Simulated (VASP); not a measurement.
Here is a VASP 6.6.1 calculation.

The input INCAR:

```
PREC = Accurate
ENCUT = 520
EDIFF = 1E-6
ISMEAR = 0
SIGMA = 0.02
LREAL = False
LASPH = True
NELM = 80
ALGO = Normal
ISIF = 2
LWAVE = False
LCHARG = False
GGA = PS
LOPTICS = True
NBANDS = 41
NEDOS = 2000
CSHIFT = 0.1
```

File KPOINTS:

```
regular mesh
0
Gamma
  7 7 7
```

POSCAR

```
CdTe
1.0
    0.0000000000      3.2050000000      3.2050000000
    3.2050000000      0.0000000000      3.2050000000
    3.2050000000      3.2050000000      0.0000000000
Te Cd
1 1
Direct
    0.7500000000      0.7500000000      0.7500000000
    0.0000000000      0.0000000000      0.0000000000
```

Potentials or basis: VASP PAW PBE potentials, release 64 (Te, Cd).

Command:

```sh
$ cat potpaw_PBE.64/Te/POTCAR potpaw_PBE.64/Cd/POTCAR > POTCAR
$ mpirun -np 1 vasp_std > vasp.out
```

Task: Predict the band gap on the k mesh.

Result: 0.76 eV, direct.

Task: What does it give for the pressure?

Result: 1.9 GPa.

Dielectric function (mean over the directions given):
```csv
energy (eV),real part,imaginary part
0.31,13.06,0.54
1.33,9.51,0.78
2.34,14.17,4.69
3.36,10.77,9.64
4.38,7.09,20.30
5.47,4.56,8.64
6.49,-2.40,5.15
7.50,-3.29,3.10
8.52,-1.21,1.90
9.53,-1.13,1.25
10.63,-0.67,1.05
11.64,-0.34,0.90
12.66,0.01,0.65
13.68,0.12,0.71
14.69,-0.04,0.39
15.79,0.29,0.35
16.80,0.34,0.41
17.82,0.41,0.42
18.83,0.55,0.31
19.93,0.43,0.36
```

Caveat: spectra need much finer meshes, so this one isn't converged; independent-particle spectra lack excitons; the PAW data sets were made with another functional, which shifts forces and pressure a little; spin-orbit coupling is left out, which moves the levels of the heavy elements.

**What was measured.**

A printed reference work, data compilation reports, for a bulk crystal of CdTe at 0 K: band gap 1.607 eV.

A measured gap of CdTe is 1.607 eV (0 K; a printed reference work, data compilation); the calculated 0.76 eV misses it by -0.85 eV. Spin-orbit coupling on Cd, Te is left out. The value is that of PBEsol, without temperature or zero-point motion. Semilocal functionals fall short of measured gaps as a rule.
